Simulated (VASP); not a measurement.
**From VASP inputs to Ansatz: AlN (rocksalt)**

INCAR

```
PREC = Accurate
LREAL = .FALSE.
NSW = 0
NBANDS = 11
LCHARG = .FALSE.
ISIF = 2
GGA = CA
IBRION = -1
EDIFF = 1E-7
ISMEAR = 0
SIGMA = 0.01
LWAVE = .FALSE.
ENCUT = 520
LASPH = .TRUE.
NELM = 120
```

KPOINTS

```
KPOINTS created by Atomic Simulation Environment
0
Gamma
10 10 10
0 0 0
```

KPOINTS_OPT

```
special points
6
Reciprocal
0.0000000000 0.0000000000 0.0000000000 1
0.5000000000 0.0000000000 0.5000000000 1
0.5000000000 0.2500000000 0.7500000000 1
0.3750000000 0.3750000000 0.7500000000 1
0.5000000000 0.5000000000 0.5000000000 1
0.6250000000 0.2500000000 0.6250000000 1
```

POSCAR

```
Al N
 1.0000000000000000
     0.0000000000000000    2.0188684536385382    2.0188684536385382
     2.0188684536385382    0.0000000000000000    2.0188684536385382
     2.0188684536385382    2.0188684536385382    0.0000000000000000
 Al  N
   1   1
Cartesian
 -0.0000000000000000 -0.0000000000000000  0.0000000000000000
  2.0188684536385382  2.0188684536385382  2.0188684536385382
```

VASP ran with the recommended LDA PAW datasets (8 valence electrons in the cell).

Translate these files to an Ansatz input.



```yaml
crystal:
  lattice:
    - [0.0, 2.0188684536, 2.0188684536]
    - [2.0188684536, 0.0, 2.0188684536]
    - [2.0188684536, 2.0188684536, 0.0]
  atoms:
    - { symbol: Al, position: [0.0, 0.0, 0.0] }
    - { symbol: "N", position: [0.5, 0.5, 0.5] }
kpoints:
  mp_grid: { grid: [10, 10, 10] }
  band_path:
    path:
      - [0.0, 0.0, 0.0]
      - [0.5, 0.0, 0.5]
      - [0.5, 0.25, 0.75]
      - [0.375, 0.375, 0.75]
      - [0.5, 0.5, 0.5]
      - [0.625, 0.25, 0.625]
    npoints: 1
hamiltonian:
  xc: lda
scf:
  occupations: { method: fixed }
  n_extra_bands: 4
output:
  forces: true
  stress: true
  eigenvalues: true
```

Other inputs would serve too.

```json
{"": "gap between bands v and c", "VASP": "4.50 eV", "Ansatz": "4.51 eV"}
{"": "least direct gap", "VASP": "5.83 eV", "Ansatz": "5.81 eV"}
{"": "pressure", "VASP": "-4.7 GPa", "Ansatz": "-5.3 GPa"}
```

The two codes use different PAW datasets and cutoffs. VASP's cell holds 8 valence electrons and Ansatz's 8. LDA means the Perdew–Zunger form with relativistic exchange in VASP and the Perdew–Wang form in Ansatz. Ansatz's stress includes a Pulay correction; VASP's doesn't.
